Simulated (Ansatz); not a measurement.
# SiO2: the cost of one run

Computed with Ansatz 0.2.0 (DFT PBE, scalar-relativistic, plane waves, PAW, unless a step's input says otherwise).

### Step 1. The structure to begin with

The structure is tetragonal, space group I-42d (No. 122). Conventional cell: a = 5.027 Å, b = 5.027 Å, c = 7.379 Å, α = 90.00°, β = 90.00°, γ = 90.00°. Around Si (site symmetry -4) lie 4 O at 1.63 Å. Around O (site symmetry 2) lie 2 Si at 1.63 Å.

As a file:

```cif
data_structure
_symmetry_space_group_name_H-M 'P 1'
_symmetry_Int_Tables_number 1
_cell_length_a 5.1231
_cell_length_b 5.1231
_cell_length_c 5.1231
_cell_angle_alpha 121.240
_cell_angle_beta 121.240
_cell_angle_gamma 87.865
_cell_volume 93.22
loop_
_atom_site_label
_atom_site_type_symbol
_atom_site_fract_x
_atom_site_fract_y
_atom_site_fract_z
_atom_site_occupancy
Si1 Si 0.00000 0.00000 0.00000 1
Si2 Si 0.75000 0.25000 0.50000 1
O1 O 0.96701 0.62500 0.84201 1
O2 O 0.37500 0.21701 0.34201 1
O3 O 0.78299 0.12500 0.15799 1
O4 O 0.87500 0.03299 0.65799 1
```

It is the result of an earlier relaxation at this level (volume 15.54 Å³/atom; gap on the mesh: 5.73 eV).

### Step 2. The (110) slab

Planes are indexed in the bulk's conventional cell (I-42d (No. 122)), a = 5.027 Å, b = 5.027 Å, c = 7.379 Å, α = 90.00°, β = 90.00°, γ = 90.00°.

The slab is a (110) slab, 13.6 Å thick as cut, with 15 Å of vacuum; its outer planes are O (top) and O (bottom).

The slab as cut. Layers, bottom to top:

```
plane  atoms per cell  height over the lowest (Å)
    1               O                        0.00
    2              Si                        0.56
    3               O                        1.12
    4               O                        1.78
    5              Si                        2.34
    6               O                        2.90
    7               O                        3.55
    8              Si                        4.12
    9               O                        4.68
   10               O                        5.33
   11              Si                        5.89
   12               O                        6.45
   13               O                        7.11
   14              Si                        7.67
   15               O                        8.23
   16               O                        8.89
   17              Si                        9.45
   18               O                       10.01
   19               O                       10.66
   20              Si                       11.22
   21               O                       11.79
   22               O                       12.44
   23              Si                       13.00
   24               O                       13.56
```

### Step 3. The slab as cut, atoms at the bulk's places

The cell repeats along c, and a dipole correction in the vacuum removes the field between the copies.

File input.yaml:

```yaml
crystal:
  lattice:
    - [5.123051209, 0.0, 0.0]
    - [0.1908146745, 5.1194964059, 0.0]
    - [0.0, 0.0, 28.5636664587]
  atoms:
    - { symbol: O, position: [0.7960056301, 0.9539943699, 0.2625713338] }
    - { symbol: Si, position: [0.5, 0.0, 0.2822313323] }
    - { symbol: O, position: [0.4539943699, 0.2960056301, 0.3018913308] }
    - { symbol: O, position: [0.4539943699, 0.7960056301, 0.3247909531] }
    - { symbol: Si, position: [0.5, 0.5, 0.3444509516] }
    - { symbol: O, position: [0.7960056301, 0.4539943699, 0.3641109501] }
    - { symbol: O, position: [0.2960056301, 0.4539943699, 0.3870105725] }
    - { symbol: Si, position: [0.0, 0.5, 0.406670571] }
    - { symbol: O, position: [0.9539943699, 0.7960056301, 0.4263305695] }
    - { symbol: O, position: [0.9539943699, 0.2960056301, 0.4492301918] }
    - { symbol: Si, position: [0.0, 0.0, 0.4688901903] }
    - { symbol: O, position: [0.2960056301, 0.9539943699, 0.4885501888] }
    - { symbol: O, position: [0.7960056301, 0.9539943699, 0.5114498112] }
    - { symbol: Si, position: [0.5, 0.0, 0.5311098097] }
    - { symbol: O, position: [0.4539943699, 0.2960056301, 0.5507698082] }
    - { symbol: O, position: [0.4539943699, 0.7960056301, 0.5736694305] }
    - { symbol: Si, position: [0.5, 0.5, 0.593329429] }
    - { symbol: O, position: [0.7960056301, 0.4539943699, 0.6129894275] }
    - { symbol: O, position: [0.2960056301, 0.4539943699, 0.6358890499] }
    - { symbol: Si, position: [0.0, 0.5, 0.6555490484] }
    - { symbol: O, position: [0.9539943699, 0.7960056301, 0.6752090469] }
    - { symbol: O, position: [0.9539943699, 0.2960056301, 0.6981086692] }
    - { symbol: Si, position: [0.0, 0.0, 0.7177686677] }
    - { symbol: O, position: [0.2960056301, 0.9539943699, 0.7374286662] }
basis:
  ecutwfc: 420
kpoints:
  mp_grid: { grid: [5, 5, 1] }
hamiltonian:
  xc: pbe
scf:
  occupations: { method: gaussian, width: 0.05 }
output:
  forces: true
  stress: true
  eigenvalues: true
efield:
  axis: 3
  dipole_correction: true
  ramp_width: 0.04
```

On the command line:

```sh
ansatz run input.yaml --threads 2 --pin off --max-ram 5120MiB --backend cpu --events-out ev --progress --plain --runs-dir out
```

Q: Estimate wall time and peak memory on 2 threads of Arm Neoverse V2, shared host.

About 68 s, with a peak of 1.4 GiB.
